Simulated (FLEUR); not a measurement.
# TiAl (P-6m2) in FLEUR: a series of runs

Runs on TiAl. Level: PBEsol. Tasks: single point.

Program: FLEUR MaX-R8.1 (later development tree). These are calculated values, not measurements. Logs are shortened: lines on timing, memory, paths and dates and some standing lists are left out, and cuts for length are marked.

## Step 1: The crystal as given

The structure is hexagonal, space group P-6m2 (No. 187). The conventional cell has a = 2.867 Å, b = 2.867 Å, c = 4.678 Å, α = 90.00°, β = 90.00°, γ = 120.00°. Around Ti (site symmetry -6m2) lie 6 Al at 2.87 Å and 6 Ti at 2.87 Å. Al (site symmetry -6m2) is surrounded by 6 Ti at 2.87 Å and 6 Al at 2.87 Å.

The cell comes from a database or a generator and needn't be the stable form of this composition.

## Step 2: Single point, PBEsol

inp.xml

```xml
<?xml version="1.0" encoding="UTF-8" standalone="no"?>
<fleurInput fleurInputVersion="0.39">
   <comment>
      TiAl                                                                                                
   </comment>
   <calculationSetup>
      <cutoffs Kmax="4.3" Gmax="13.3" GmaxXC="13.3" numbands="0"/>
      <scfLoop itmax="60" minDistance="0.00001" maxIterBroyd="15" imix="Anderson" alpha="0.05" precondParam="0.0" spinf="2.0" sdNocoIR="T"/>
      <coreElectrons ctail="T" frcor="F" kcrel="0" coretail_lmax="0"/>
      <xcFunctional name="PBEs" relativisticCorrections="F"/>
      <magnetism jspins="1"/>
      <soc l_soc="F" theta="0.0" phi="0.0" spav="F"/>
      <expertModes spex="0" secvar="F"/>
      <geometryOptimization l_f="T" forcealpha="1.0" forcemix="BFGS" epsdisp="0.0005" epsforce="0.0002"/>
      <ldaU l_linMix="F" mixParam="0.05" spinf="1.0"/>
   </calculationSetup>
   <cell>
      <bzIntegration valenceElectrons="23.0" mode="hist" fermiSmearingEnergy="0.00183747">
         <kPointListSelection listName="default-1"/>
         <!-- k-points included here -->
         <xi:include xmlns:xi="http://www.w3.org/2001/XInclude" href="kpts.xml"> </xi:include>
      </bzIntegration>
      <!-- symmetry operations included here -->
      <xi:include xmlns:xi="http://www.w3.org/2001/XInclude" href="sym.xml"> </xi:include>
      <bulkLattice scale="1.0">
         <bravaisMatrix>
            <row-1>    5.4183403472121139     0.0000000000000000     0.0000000000000000</row-1>
            <row-2>   -2.7091701735115707     4.6924203869794052     0.0000000000000000</row-2>
            <row-3>    0.0000000000000000     0.0000000000000000     8.8402956581471415</row-3>
         </bravaisMatrix>
      </bulkLattice>
   </cell>
   <atomSpecies>
      <species name="Titanium (Ti)" element="Ti" atomicNumber="22">
         <mtSphere radius="2.43" gridPoints="829" logIncrement="0.015"/>
         <atomicCutoffs lmax="10" lnonsphr="10"/>
         <electronConfig flipSpins="F">
            <coreConfig>(1s1/2) (2s1/2) (2p1/2) (2p3/2)</coreConfig>
            <valenceConfig>(3s1/2) (3p1/2) (3p3/2) (4s1/2) (3d3/2) (3d5/2)</valenceConfig>
            <stateOccupation state="(3d3/2)" spinUp="0.400000" spinDown="0.400000"/>
            <stateOccupation state="(3d5/2)" spinUp="0.600000" spinDown="0.600000"/>
         </electronConfig>
         <energyParameters s="4" p="4" d="3" f="4"/>
         <lo type="SCLO" l="0" n="3" eDeriv="0"/>
         <lo type="SCLO" l="1" n="3" eDeriv="0"/>
         <lo type="SCLO" l="1" n="3" eDeriv="1"/>
         <lo type="SCLO" l="2" n="3" eDeriv="2"/>
         <lo type="SCLO" l="3" n="4" eDeriv="2"/>
      </species>
      <species name="Aluminum (Al)" element="Al" atomicNumber="13">
         <mtSphere radius="2.28" gridPoints="777" logIncrement="0.015"/>
         <atomicCutoffs lmax="9" lnonsphr="9"/>
         <electronConfig flipSpins="F">
            <coreConfig>(1s1/2)</coreConfig>
            <valenceConfig>(2s1/2) (2p1/2) (2p3/2) (3s1/2) (3p1/2) (3p3/2)</valenceConfig>
            <stateOccupation state="(3p1/2)" spinUp="0.166667" spinDown="0.166667"/>
            <stateOccupation state="(3p3/2)" spinUp="0.333333" spinDown="0.333333"/>
         </electronConfig>
         <energyParameters s="3" p="3" d="3" f="4"/>
         <lo type="SCLO" l="0" n="2" eDeriv="0"/>
         <lo type="SCLO" l="1" n="2" eDeriv="0"/>
         <lo type="SCLO" l="2" n="3" eDeriv="2"/>
         <lo type="SCLO" l="3" n="4" eDeriv="2"/>
      </species>
   </atomSpecies>
   <atomGroups>
      <atomGroup species="Titanium (Ti)">
         <relPos label="                   1">.0000000000 .0000000000 .0000000000</relPos>
         <force calculate="T" relaxXYZ="TTT"/>
      </atomGroup>
      <atomGroup species="Aluminum (Al)">
         <relPos label="                   2">1.000/3.000 -1.000/3.000 1.000/2.000</relPos>
         <force calculate="T" relaxXYZ="TTT"/>
      </atomGroup>
   </atomGroups>
   <output dos="F" band="F" slice="F">
      <checks vchk="F" cdinf="F"/>
      <bandDOS minEnergy="-.5*Htr" maxEnergy="0.5*Htr" sigma="0.015" storeEVData="T"/>
      <vacuumDOS vacdos="F" integ="F" star="F" nstars="0" locx1="0.0" locy1="0.0" locx2="0.0" locy2="0.0" nstm="0" tworkf="0.0"/>
      <unfoldingBand unfoldBand="F" supercellX="1" supercellY="1" supercellZ="1"/>
      <plotting iplot="0" polar="F">
         <plot TwoD="T" vec1="  1.0  0.0  0.0" vec2="  0.0  1.0  0.0" vec3="  0.0  0.0  1.0" zero="  0.0  0.0  0.0" file="plot"/>
      </plotting>
      <chargeDensitySlicing numkpt="0" minEigenval="0.0" maxEigenval="0.0" nnne="0" pallst="F"/>
      <specialOutput eonly="F"/>
      <moessbauerParams electricFieldGradient="T" isomerShift="T" coreHyperfine="T" valenceHyperfine="T"/>
      <magneticCircularDichroism mcd="F" energyLo="-10.0" energyUp="0.0"/>
   </output>
  <!-- We include the file relax.xml here to enable relaxations (see documentation) -->
  <xi:include xmlns:xi="http://www.w3.org/2001/XInclude" href="relax.xml"> <xi:fallback/> </xi:include>
</fleurInput>
```

crystal.txt

```
TiAl
&input cartesian=F /
2.8672622327  0.0000000000  0.0000000000
-1.4336311163  2.4831219328  0.0000000000
0.0000000000  0.0000000000  4.6780830000
1.8897261246
1.0 1.0 1.0

2
22 0.0000000000  0.0000000000  0.0000000000
13 0.3333333333  0.6666666667  0.5000000000

&kpt div1=11 div2=11 div3=6 gamma=T /
```

Potentials or basis: all-electron, FLAPW.

Launch:

```console
$ inpgen -f crystal.txt -profile fastHighL
$ # inp.xml edited to the form shown
$ fleur_MPI
```

Output:

```text
Welcome to FLEUR        (www.flapw.de)
      MaX-Release 8.1          (www.max-centre.eu)

 ========== k-point set info ==========
 Selected k-point list: default-1
 k-point list type: mesh
 11 x 11 x 6
 Number of k points: 64

 ------------Calculation Setup---------------------------
 Number of MPI-tasks      :            1
 Number of PE/node        :            1
 Number of OMP-threads    :            1
 Most efficient MPI parallelization for:
           1           2           4           8          16          32          64
 Additional eigenvalue parallelization possible
 Number of basis functions:          384
 Approximate size of matrices (H+S) per k-point:         0.004 GB
 --------------------------------------------------------
 Iteration:     1   Distance:       6.15937487 me/bohr^3
 Iteration:     2   Distance:       5.68523151 me/bohr^3
 Iteration:     3   Distance:       2.65811804 me/bohr^3
 Iteration:     4   Distance:       2.26452911 me/bohr^3
 Iteration:     5   Distance:       1.62989452 me/bohr^3
 Iteration:     6   Distance:       0.23487343 me/bohr^3
 Iteration:     7   Distance:       0.31539511 me/bohr^3
 Iteration:     8   Distance:       0.06379335 me/bohr^3
 Iteration:     9   Distance:       0.06738636 me/bohr^3
 Iteration:    10   Distance:       0.00503938 me/bohr^3
 Iteration:    11   Distance:       0.00474225 me/bohr^3
 Iteration:    12   Distance:       0.00108233 me/bohr^3
 Iteration:    13   Distance:       0.00027355 me/bohr^3
 Iteration:    14   Distance:       0.00033810 me/bohr^3
 Iteration:    15   Distance:       0.00001372 me/bohr^3
 Iteration:    16   Distance:       0.00001225 me/bohr^3
 Iteration:    17   Distance:       0.00000532 me/bohr^3

 ********************************************************************
 Run finished successfully
 Stop message:
   Structural relaxation: Done
 ********************************************************************
```

Wall time 2.2 min (1 thread of Arm Neoverse V2, shared host); peak memory 0.08 GiB.

Results:

```
Free energy                                           : -29802.9149 eV
Band gap on the k mesh                                : none (metal or under the smearing width)
Valence electrons inside the program's atomic spheres : Ti 10.43; Al 9.41 (radii Ti 2.43, Al 2.28 bohr)
```

Levels at points of the mesh, in eV from the Fermi level:
```csv
k point,band 8,band 9,band 10,band 11,band 12,band 13,band 14,band 15
"(0.00, 0.00, 0.00)",-32.26,-8.89,-2.28,-1.80,1.30,1.30,2.79,2.79
"(0.00, 0.00, 0.50)",-32.26,-7.99,-5.25,-0.41,1.31,1.31,2.71,2.71
```

Core levels (eV from the Fermi level):
```tsv
atom	levels
1 Ti	1s1/2 -4855.8, 2s1/2 -530.0, 2p1/2 -441.5, 2p3/2 -435.8
2 Al	1s1/2 -1501.8
```

## Step 3: Single point, PBEsol (atoms moved at random, drawn with an rms of 0.05 Å)

inp.xml: that of step 2 with these lines changed.

```diff
@@ -50,3 +50,3 @@
       <species name="Aluminum (Al)" element="Al" atomicNumber="13">
-         <mtSphere radius="2.28" gridPoints="777" logIncrement="0.015"/>
+         <mtSphere radius="2.28" gridPoints="763" logIncrement="0.015"/>
          <atomicCutoffs lmax="9" lnonsphr="9"/>
@@ -67,3 +67,3 @@
       <atomGroup species="Titanium (Ti)">
-         <relPos label="                   1">.0000000000 .0000000000 .0000000000</relPos>
+         <relPos label="                   1">-.0097550000 .0048560000 .0113100000</relPos>
          <force calculate="T" relaxXYZ="TTT"/>
@@ -71,3 +71,3 @@
       <atomGroup species="Aluminum (Al)">
-         <relPos label="                   2">1.000/3.000 -1.000/3.000 1.000/2.000</relPos>
+         <relPos label="                   2">.3481230000 -.3373130000 -.4836750000</relPos>
          <force calculate="T" relaxXYZ="TTT"/>
```

crystal.txt: that of step 2 with these lines changed.

```diff
@@ -9,4 +9,4 @@
 2
-22 0.0000000000  0.0000000000  0.0000000000
-13 0.3333333333  0.6666666667  0.5000000000
+22 -0.0097550000  0.0048560000  0.0113100000
+13 0.3481230000  0.6626870000  0.5163250000
```

Potentials or basis: all-electron, FLAPW.

Launch:

```console
$ inpgen -f crystal.txt -profile fastHighL
$ # inp.xml edited to the form shown
$ fleur_MPI
```

It took 23 min on 1 thread of Arm Neoverse V2, shared host; peak memory 0.22 GiB.

Results (log left out):

| Item | Value |
| --- | --- |
| Free energy | -29802.9063 eV |
| Largest force | 0.220 eV/Å |
| Band gap on the k mesh | none (metal or under the smearing width) |
| Valence electrons inside the program's atomic spheres | Ti 10.43; Al 9.41 (radii Ti 2.43, Al 2.28 bohr) |

Forces on the atoms (eV/Å):
```
Ti   0.152 -0.026  0.157
Al  -0.152  0.026 -0.157
```

Levels at points of the mesh, in eV from the Fermi level:
| k point | band 9 | band 10 | band 11 | band 12 | band 13 | band 14 | band 15 | band 16 |
| --- | --- | --- | --- | --- | --- | --- | --- | --- |
| (0.00, 0.00, 0.00) | -8.89 | -2.28 | -1.80 | 1.29 | 1.30 | 2.77 | 2.81 | 3.93 |
| (0.00, 0.00, 0.50) | -7.99 | -5.24 | -0.41 | 1.31 | 1.32 | 2.70 | 2.73 | 6.80 |

Core levels (eV from the Fermi level):
```
atom                                                   levels
1 Ti  1s1/2 -4855.8, 2s1/2 -530.0, 2p1/2 -441.5, 2p3/2 -435.8
2 Al                                            1s1/2 -1501.8
```
